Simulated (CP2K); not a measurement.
# Ti (P6_3/mmc) in CP2K: notebook, part 2 of 2

CP2K 2026.2. Earlier steps stand in the parts before.

## 4. Single point, PBE (strain_c = 0.02)

Contents of ti_scf.inp:

```
&GLOBAL
  PROJECT ti_scf
  RUN_TYPE ENERGY_FORCE
  PRINT_LEVEL LOW
&END GLOBAL
&FORCE_EVAL
  METHOD QS
  STRESS_TENSOR ANALYTICAL
  &DFT
    BASIS_SET_FILE_NAME BASIS_MOLOPT_UZH
    POTENTIAL_FILE_NAME POTENTIAL_UZH
    &MGRID
      CUTOFF 450
      REL_CUTOFF 60
      NGRIDS 4
    &END MGRID
    &QS
      METHOD GPW
      EPS_DEFAULT 1.0E-9
    &END QS
    &KPOINTS
      SCHEME MONKHORST-PACK 10 10 6
      GAMMA_CENTERED T
      SYMMETRY T
      SYMMETRY_BACKEND SPGLIB
    &END KPOINTS
    &SCF
      SCF_GUESS ATOMIC
      EPS_SCF 1.0E-6
      MAX_SCF 100
      ADDED_MOS 16
      CHOLESKY OFF
      EPS_EIGVAL 1.0E-7
      &DIAGONALIZATION ON
        ALGORITHM STANDARD
      &END DIAGONALIZATION
      &MIXING ON
        METHOD BROYDEN_MIXING
        ALPHA 0.4
        BETA 1.5
        NBUFFER 8
      &END MIXING
      &SMEAR ON
        METHOD FERMI_DIRAC
        ELECTRONIC_TEMPERATURE [K] 580.226
      &END SMEAR
    &END SCF
    &XC
      &XC_FUNCTIONAL
        &GGA_X_PBE
        &END GGA_X_PBE
        &GGA_C_PBE
        &END GGA_C_PBE
      &END XC_FUNCTIONAL
    &END XC
    &PRINT
      &KPOINTS ON
      &END KPOINTS
      &MULLIKEN ON
      &END MULLIKEN
      &MO ON
        ENERGIES T
        OCCUPATION_NUMBERS T
        &EACH
          QS_SCF 0
        &END EACH
        ADD_LAST NUMERIC
      &END MO
    &END PRINT
  &END DFT
  &SUBSYS
    &CELL
      A 2.9500000000 0.0000000000 0.0000000000
      B -1.4750000000 2.5547749412 0.0000000000
      C 0.0000000000 0.0000000000 4.7736000000
      PERIODIC XYZ
    &END CELL
    &COORD
      SCALED
      Ti  0.6666666667 0.3333333333 0.7500000000
      Ti  0.3333333333 0.6666666667 0.2500000000
    &END COORD
    &KIND Ti
      BASIS_SET TZVP-MOLOPT-PBE-GTH-q12
      POTENTIAL GTH-PBE-q12
    &END KIND
    &PRINT
      &ATOMIC_COORDINATES ON
      &END ATOMIC_COORDINATES
      &CELL ON
      &END CELL
    &END PRINT
  &END SUBSYS
  &PRINT
    &FORCES ON
    &END FORCES
    &STRESS_TENSOR ON
    &END STRESS_TENSOR
  &END PRINT
&END FORCE_EVAL
```

Potentials or basis: POTENTIAL_UZH Ti GTH-PBE-q12; TZVP-MOLOPT-PBE-GTH basis.

The run is started by

```sh
OMP_NUM_THREADS=1 cp2k.psmp -i ti_scf.inp -o ti_scf.out
```

ti_scf.out:

```text

 CP2K| version string:                                       CP2K version 2026.2
 CP2K| Input file name                                                ti_scf.inp

 GLOBAL| Force Environment number                                              1
 GLOBAL| Basis set file name                                    BASIS_MOLOPT_UZH
 GLOBAL| Potential file name                                       POTENTIAL_UZH
 GLOBAL| MM Potential file name                                     MM_POTENTIAL
 GLOBAL| Coordinate file name                                      __STD_INPUT__
 GLOBAL| Method name                                                        CP2K
 GLOBAL| Project name                                                     ti_scf
 GLOBAL| Run type                                                   ENERGY_FORCE
 GLOBAL| FFT library                                                       FFTW3
[... 8 lines left out ...]
 GLOBAL| CPU model name                                                  UNKNOWN

 CELL| Volume [angstrom^3]:                                            35.976647
 CELL| Vector a [angstrom]:       2.950     0.000     0.000   |a| =     2.950000
 CELL| Vector b [angstrom]:      -1.475     2.555     0.000   |b| =     2.950000
 CELL| Vector c [angstrom]:       0.000     0.000     4.774   |c| =     4.773600
 CELL| Angle (b,c), alpha [degree]:                                    90.000000
 CELL| Angle (a,c), beta  [degree]:                                    90.000000
 CELL| Angle (a,b), gamma [degree]:                                   120.000000
 CELL| Numerically orthorhombic:                                              NO
 CELL| Periodicity                                                           XYZ

 CELL_REF| Volume [angstrom^3]:                                        35.976647
 CELL_REF| Vector a [angstrom     2.950     0.000     0.000   |a| =     2.950000
 CELL_REF| Vector b [angstrom    -1.475     2.555     0.000   |b| =     2.950000
 CELL_REF| Vector c [angstrom     0.000     0.000     4.774   |c| =     4.773600
 CELL_REF| Angle (b,c), alpha [degree]:                                90.000000
 CELL_REF| Angle (a,c), beta  [degree]:                                90.000000
 CELL_REF| Angle (a,b), gamma [degree]:                               120.000000
 CELL_REF| Numerically orthorhombic:                                          NO
 CELL_REF| Periodicity                                                       XYZ
[... 9 lines left out ...]
 TOTAL NUMBERS AND MAXIMUM NUMBERS

  Total number of            - Atomic kinds:                                   1
                             - Atoms:                                          2
                             - Shell sets:                                     2
                             - Shells:                                        22
                             - Primitive Cartesian functions:                 12
                             - Cartesian basis functions:                     82
                             - Spherical basis functions:                     70

  Maximum angular momentum of- Orbital basis functions:                        3
                             - Local part of the GTH pseudopotential:          2
                             - Non-local part of the GTH pseudopotential:      3

 MODULE QUICKSTEP: ATOMIC COORDINATES IN ANGSTROM

   Atom Kind Element         X             Y             Z       Z(eff)     Mass
      1    1 Ti   22      1.475000      0.851592      3.580200  12.0000  47.8670
      2    1 Ti   22     -0.000000      1.703183      1.193400  12.0000  47.8670

 SCF PARAMETERS         Density guess:                                    ATOMIC
[... 9 lines left out ...]
                        --------------------------------------------------------
                        level_shift [a.u.]:                             0.000000
                        added MOs                                        16    0
                        --------------------------------------------------------
                        Mixing method:                            BROYDEN_MIXING
[... 24 lines left out ...]
 BRILLOUIN|     3           0.01000       -0.40000       -0.40000        0.00000
 BRILLOUIN|     4           0.01000       -0.40000       -0.40000        0.50000
 BRILLOUIN|     5           0.02000       -0.40000       -0.30000       -0.33333
 BRILLOUIN|     6           0.02000       -0.40000       -0.30000       -0.16667
[... 32 lines left out ...]
 BRILLOUIN|    39           0.01000       -0.20000        0.00000        0.00000
 BRILLOUIN|    40           0.01000       -0.20000        0.00000        0.50000
 [... further k-points ...]
 *******************************************************************************

 Extrapolation method: initial_guess

 Number of electrons:                                                         24
 Number of occupied orbitals:                                                 12
 Number of molecular orbitals:                                                28

 Number of orbital functions:                                                 70
 Number of independent orbital functions:                                     70

 SCF WAVEFUNCTION OPTIMIZATION

  Step     Update method      Time    Convergence         Total energy    Change
  ------------------------------------------------------------------------------
     1 NoMix/Diag. 0.40E+00    6.1     1.01425914      -116.8333060743 -1.17E+02
     2 Broy./Diag. 0.40E+00    5.1     0.06603756      -117.6026107373 -7.69E-01
     3 Broy./Diag. 0.40E+00    5.1     0.05580569      -116.6437624404  9.59E-01
     4 Broy./Diag. 0.40E+00    5.1     0.03511367      -116.1160018904  5.28E-01
     5 Broy./Diag. 0.40E+00    5.1     0.00118790      -116.1575785192 -4.16E-02
     6 Broy./Diag. 0.40E+00    5.1     0.00218033      -116.1298716325  2.77E-02
     7 Broy./Diag. 0.40E+00    5.1     0.00030008      -116.1336534762 -3.78E-03
     8 Broy./Diag. 0.40E+00    5.2     0.00007481      -116.1308129397  2.84E-03
     9 Broy./Diag. 0.40E+00    5.1     0.00008282      -116.1315116412 -6.99E-04
    10 Broy./Diag. 0.40E+00    5.1     0.00001421      -116.1313980679  1.14E-04
    11 Broy./Diag. 0.40E+00    5.1     0.00000357      -116.1315540037 -1.56E-04
    12 Broy./Diag. 0.40E+00    5.1     0.00000188      -116.1315328469  2.12E-05
    13 Broy./Diag. 0.40E+00    5.1     0.00000087      -116.1315353371 -2.49E-06

  *** SCF run converged in    13 steps ***

  Electronic density on regular grids:        -23.9999999796        0.0000000204
  Core density on regular grids:               23.9999999906       -0.0000000094
  Total charge density on r-space grids:        0.0000000111
  Total charge density g-space grids:           0.0000000111

  Overlap energy of the core charge distribution:               0.00000000000000
  Self energy of the core charge distribution:               -213.25219667272910
  Core Hamiltonian energy:                                     54.17467314034557
  Hartree energy:                                              57.55485417410552
  Exchange-correlation energy:                                -14.60813803782259
  Electronic entropic energy:                                  -0.00072794114467
  Fermi energy:                                                 0.38371609299056

  Total energy:                                              -116.13153533713526
  Total energy (extrapolated to T->0):                       -116.13117136656292

 MO| EIGENVALUES AND OCCUPATION NUMBERS FOR K POINT 1
 MO|
 MO|  Index      Eigenvalue [a.u.]        Eigenvalue [eV]             Occupation
 MO|      1              -1.701052             -46.287976               2.000000
 MO|      2              -1.700636             -46.276657               2.000000
 MO|      3              -0.839388             -22.840921               2.000000
 MO|      4              -0.837764             -22.796721               2.000000
 MO|      5              -0.831624             -22.629640               2.000000
 MO|      6              -0.828648             -22.548672               2.000000
[... 462 lines left out ...]
 MO|     27               1.067931              29.059868               0.000000
 MO|     28               1.072247              29.177329               0.000000
 MO| Sum:                                                              23.999998
 MO| E(Fermi):            0.383716 a.u.         10.441446 eV

 [... the levels of further k-points ...]

 !-----------------------------------------------------------------------------!
                     Mulliken Population Analysis

 #  Atom  Element  Kind  Atomic population                           Net charge
       1     Ti       1         12.000000                             -0.000000
       2     Ti       1         12.000000                              0.000000
 # Total charge                             24.000000                 -0.000000

 !-----------------------------------------------------------------------------!

 ENERGY| Total FORCE_EVAL ( QS ) energy [hartree]           -116.131534179936295

 FORCES| Atomic forces [hartree/bohr]
 FORCES|   Atom     x               y               z               |f|
 FORCES|      1 -1.11271797E-06  6.42987146E-07 -3.13722075E-09   1.28513952E-06
 FORCES|      2  1.11271804E-06 -6.42987128E-07  3.13711550E-09   1.28513957E-06
 FORCES| Sum     6.89767012E-14  1.81863909E-14 -1.05250163E-13
 FORCES| Total atomic force                                       1.27146085E-13

 STRESS| Analytical stress tensor [bar]
 STRESS|                        x                   y                   z
 STRESS|      x       -2.63529349437E+04   1.26092024652E+01  -9.58530196574E-10
 STRESS|      y        1.26092024652E+01  -2.63383742466E+04  -3.46406957989E-09
 STRESS|      z       -9.58530196574E-10  -3.46406957989E-09  -4.86974385546E+04
 STRESS| 1/3 Trace                                            -3.37962492483E+04
 STRESS| Determinant                                          -3.38005660252E+13

 STRESS| Eigenvectors and eigenvalues of the analytical stress tensor [bar]
 STRESS|                        1                   2                   3
 STRESS| Eigenvalues  -4.86974385546E+04  -2.63602146591E+04  -2.63310945312E+04
 STRESS|      x           0.000000000000      0.866031680151      0.499989128857
 STRESS|      y           0.000000000000     -0.499989128857      0.866031680151
 STRESS|      z           1.000000000000      0.000000000000     -0.000000000000
```

Wall time 82 s (1 thread of Arm Neoverse V1, shared host); peak memory 0.35 GiB.

What came out:

| Quantity | Value |
| --- | --- |
| Free energy | -3160.0998 eV |
| Pressure | -3.4 GPa |
| Band gap on the k mesh | none (metal or under the smearing width) |

Stress tensor (GPa, compression positive):
```
-2.64  0.00  0.00
 0.00 -2.63  0.00
 0.00  0.00 -4.87
```

Caveat: the basis of atomic orbitals isn't converged, which shifts pressures, moduli and gaps.

## 5. Single point, PBE (strain_c = -0.04)

Edit ti_scf.inp of step 4 so:

```diff
@@ -74,3 +74,3 @@
       B -1.4750000000 2.5547749412 0.0000000000
-      C 0.0000000000 0.0000000000 4.7736000000
+      C 0.0000000000 0.0000000000 4.4928000000
       PERIODIC XYZ
```

The run is started by

```sh
OMP_NUM_THREADS=1 cp2k.psmp -i ti_scf.inp -o ti_scf.out
```

It took 86 s on 1 thread of Arm Neoverse V1, shared host; peak memory 0.35 GiB.

It converged, with:

```yaml
Free_energy: -3160.0951 eV
Pressure: 3.4 GPa
Band_gap_on_the_k_mesh: none (metal or under the smearing width)
```

Stress tensor (GPa, compression positive):
```
1.96 0.00 0.00
0.00 1.96 0.00
0.00 0.00 6.32
```

Levels at points of the mesh, in eV from the Fermi level:
```
           k point  band 9  band 10  band 11  band 12  band 13  band 14  band 15  band 16
(0.00, 0.00, 0.00)   -6.23    -2.75     0.73     0.73     1.15     1.30     1.33     1.33
(0.00, 0.00, 0.50)   -4.25    -4.25     0.25     0.25     0.57     0.57     0.57     0.57
(0.00, 0.50, 0.00)   -2.41    -2.27    -1.86    -0.71     0.29     0.82     1.38     3.31
(0.00, 0.50, 0.50)   -2.60    -2.60    -0.76    -0.76     1.41     1.41     1.67     1.67
```

Caveat: the basis of atomic orbitals isn't converged, which shifts pressures, moduli and gaps.

## 6. Summary

```tsv
cell	gap on the mesh (eV)	pressure (GPa)
strain_c = 0	none	-1.3
strain_c = -0.02	none	0.9
strain_c = 0.02	none	-3.4
strain_c = -0.04	none	3.4
```

Alike in all rows: task single point; level PBE; potentials or basis POTENTIAL_UZH Ti GTH-PBE-q12; TZVP-MOLOPT-PBE-GTH basis; no spin polarisation; k mesh 10 × 10 × 6; smearing fermi-dirac 0.05 eV.

Caveats: the basis of atomic orbitals isn't converged, which shifts pressures, moduli and gaps.

Absolute energies hang on the potentials; compare differences alone.
